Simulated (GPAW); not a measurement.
Wanted: an ASE script for a GPAW 26.7.0 run.

```yaml
Task: relaxation of cell and atoms
Functional: PBEsol
Dispersion: D3(BJ)
Potentials_or_basis: PAW data sets generated in the run's folder for this functional
Cutoff: 600 eV
Basis: pw
k_mesh: 6 × 6 × 6
Occupations: fermi-dirac, width 0.05 eV
Spin: no spin polarisation
Maxiter: 150
Optimizer: BFGS
Fmax: 0.02 eV/Å
Max_steps: 60
Convergence: density=1e-05 forces=0.0001
```

Crystal: Sb.

```
Sb
1.0
     2.15420    1.24373    3.75800
    -2.15420    1.24373    3.75800
     0.00000   -2.48746    3.75800
Sb
2
Direct
  0.76651 0.76651 0.76651
  0.23349 0.23349 0.23349
```

One way to write it, as run:

run.py

```python
from ase import Atoms
from ase.calculators.mixing import SumCalculator
from ase.filters import FrechetCellFilter
from ase.io import write
from ase.optimize import BFGS
from dftd3.ase import DFTD3
from gpaw import GPAW, PW, setup_paths

setup_paths.insert(0, '.')

atoms = Atoms(['Sb', 'Sb'],
              cell=[[2.1542, 1.2437279499, 3.758],
                    [-2.1542, 1.2437279499, 3.758],
                    [0.0, -2.4874558998, 3.758]],
              scaled_positions=[[0.76651, 0.76651, 0.76651],
                                [0.23349, 0.23349, 0.23349]],
              pbc=True)

calc = GPAW(mode=PW(600),
            xc='PBEsol',
            kpts={'size': (6, 6, 6), 'gamma': True},
            occupations={'name': 'fermi-dirac', 'width': 0.05},
            nbands=25,
            convergence={'density': 1e-05, 'forces': 0.0001},
            maxiter=150,
            txt='gpaw.txt')
atoms.calc = SumCalculator([calc, DFTD3(method='pbesol', damping='d3bj')])
opt = BFGS(FrechetCellFilter(atoms), trajectory='relax.traj', logfile='-')
done = opt.run(fmax=0.02, steps=60)
calc.write('gs.gpw')
write('result.traj', atoms)
print('Converged:', done)
print('Cell:', atoms.cell.cellpar().round(4))
print('Volume:', round(atoms.get_volume(), 4))
print(atoms.get_scaled_positions().round(5))
```

Potentials or basis: PAW data sets generated in the run's folder for this functional, pw.

Command:

```console
$ gpaw-setup -f PBEsol Sb
$ OMP_NUM_THREADS=1 python run.py
```

Results of the run:

| Item | Value |
| --- | --- |
| Relaxed volume | 28.35 Å³/atom |
| Relaxed cell | a = 4.372 Å, b = 4.372 Å, c = 4.372 Å, α = 58.24°, β = 58.24°, γ = 58.24° |
| Space group after relaxing (to 0.05 Å) | R-3m (No. 166) |
| Energy gained by relaxing | 16.9 meV/atom |
| Ionic steps | 10 |
| Pressure after relaxing | 0.0 GPa |
| Largest force after relaxing | 0.004 eV/Å |
| Band gap on the k mesh | none (metal or under the smearing width) |
| Dispersion energy per atom | -0.481 eV |

Caveat: later steps reuse the first step's grids; pairwise dispersion overbinds metals, which lowers pressure and volume.

Wall time 7.7 min on 1 thread of Intel(R) Xeon(R) Processor @ 2.50GHz (Skylake/Cascade Lake) (shared host), peak memory 0.39 GiB.
